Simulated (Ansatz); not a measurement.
Wurtzite BeO, treated with PBEsol in Ansatz (PAW).

Numerical settings: plane-wave cutoff 520 eV, 18×18×8 k mesh (along the axes of the cell as run), Fermi–Dirac smearing 0.01 eV, scalar-relativistic PAW data made under PBE.

On both sides of the equilibrium volume: at 6.727 Å³/atom the pressure is 4.57 GPa and the direct gap at Γ 7.721 eV; at 7.002 Å³/atom they are -4.15 GPa and 7.306 eV. The fitted bulk modulus is 218 GPa.

Work out the volume deformation potential of this gap and its pressure coefficient, in two ways.

a_V = dE_g/d ln V = (7.306 − 7.721)/ln(7.002/6.727) = -10.36 eV. Since dP = −B d ln V, dE_g/dP = −a_V/B = 48 meV/GPa. Straight from the pressures: (7.721 − 7.306)/(4.57 − (-4.15)) = 48 meV/GPa. At this level and over this range the gap at Γ widens under pressure.

Ansatz is a quantum-chemistry and plane-wave program.
